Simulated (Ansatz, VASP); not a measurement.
One calculation of HfB2, two programs

Contents of INCAR:

```
SYSTEM = HfB2
PREC = Accurate
ENCUT = 520
EDIFF = 1E-6
ISMEAR = -1
SIGMA = 0.05
LREAL = .False.
LASPH = .True.
NELM = 100
ALGO = Normal
ISIF = 2
LWAVE = .False.
LCHARG = .False.
GGA = PS
NBANDS = 15
```

The input KPOINTS:

```
regular mesh
0
Gamma
  10 10 8
  0 0 0
```

POSCAR

```
HfB2
1.0
    3.1326790839      0.0000000000      0.0000000000
   -1.5663395419      2.7129796685      0.0000000000
    0.0000000000      0.0000000000      3.4792139900
Hf B
1 2
Direct
    0.0000000000      0.0000000000      0.0000000000
    0.3333333333      0.6666666667      0.5000000000
    0.6666666667      0.3333333333      0.5000000000
```

Input for Ansatz:

```yaml
crystal:
  lattice:
    - [3.1326790839, 0.0, 0.0]
    - [-1.5663395419, 2.7129796685, 0.0]
    - [0.0, 0.0, 3.47921399]
  atoms:
    - { symbol: Hf, position: [0.0, 0.0, 0.0] }
    - { symbol: B, position: [0.3333333333, 0.6666666667, 0.5] }
    - { symbol: B, position: [0.6666666667, 0.3333333333, 0.5] }
kpoints:
  mp_grid: { grid: [10, 10, 8] }
scf:
  occupations: { method: fermi_dirac, width: 0.05 }
hamiltonian:
  xc: pbesol
  pseudopotentials: { kind: all_electron, lapw: { basis_error: 0.001 } }
output:
  forces: true
  stress: true
  eigenvalues: true
  populations: true
```

The cell comes from a database or a generator and needn't be the stable form of this composition.

Alike in both runs: task single point; functional PBEsol; k mesh 10 × 10 × 8; occupations fermi-dirac, width 0.05 eV; no spin polarisation.

|  | VASP | Ansatz |
| --- | --- | --- |
| version | VASP 6.6.1 | Ansatz 0.2.0 |
| potentials or method | VASP PAW PBE potentials, release 64 (Hf_pv, B) | all-electron LAPW, scalar-relativistic |
| plane-wave cutoff (eV) | 520 | see its input |

VASP gave:

| Property | Result |
| --- | --- |
| pressure (GPa) | -3.2 |
| largest component of the traceless stress (GPa) | 1.06 |

Estimate Ansatz's values.

pressure (GPa): -3.0; largest component of the traceless stress (GPa): 1.17.

Ansatz ran all-electron here, so the differences hold the error of VASP's frozen core and of both bases.

Caveats: the PAW data sets were made with another functional, which shifts forces and pressure a little (VASP). The runs have no spin-orbit coupling, so splittings on Hf are missing.
